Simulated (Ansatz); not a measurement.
# AlNi: pressure against volume

AlNi, P4/mmm, a = 2.889 Å, c = 2.901 Å. The structure is a Materials Project entry; whether it is the stable form wasn't checked. Ansatz: PBE, PAW, 420 eV, Γ-centred 16×16×14 mesh on 2 atoms, Gaussian smearing 0.10 eV; no spin polarisation. Shape and atoms are relaxed at each volume; pressure is positive in compression.

| V (Å³/atom) | P (GPa) |
| --- | --- |
| 10.654 | ? |
| 11.017 | 18.45 |
| 11.380 | 11.28 |
| 11.743 | 5.19 |
| 12.107 | 0.00 |
| 12.470 | -4.42 |
| 12.833 | -8.18 |
| 13.317 | -12.34 |

Question: Take V0 = 12.107 Å³/atom, fit the third-order Birch–Murnaghan form to the other rows, and predict the missing pressure.

Answer: With the Eulerian strain f = ½[(V0/V)^(2/3) − 1] and y = P/[3f(1 + 2f)^(5/2)], the form is the line y = B0 + 1.5 B0 (B0′ − 4) f. Rows (f, y): 0.03246, 161.9; 0.02107, 161.0; 0.01028, 159.9; -0.00975, 158.7; -0.01904, 157.8; -0.03077, 156.7. Means f = 0.0007083, y = 159.33; Σ(Δf)² = 0.003005, ΣΔfΔy = 0.2407; the slope is their ratio. y = 159.3 + 80.09 f GPa, so B0 = 159.3 GPa and B0′ = 4 + 2 × (80.09)/(3 × 159.3) = 4.34. At V = 10.654, f = 0.04448, y = 162.86 and P = 26.89 GPa. The run gave 26.89 GPa, the same to the digits shown.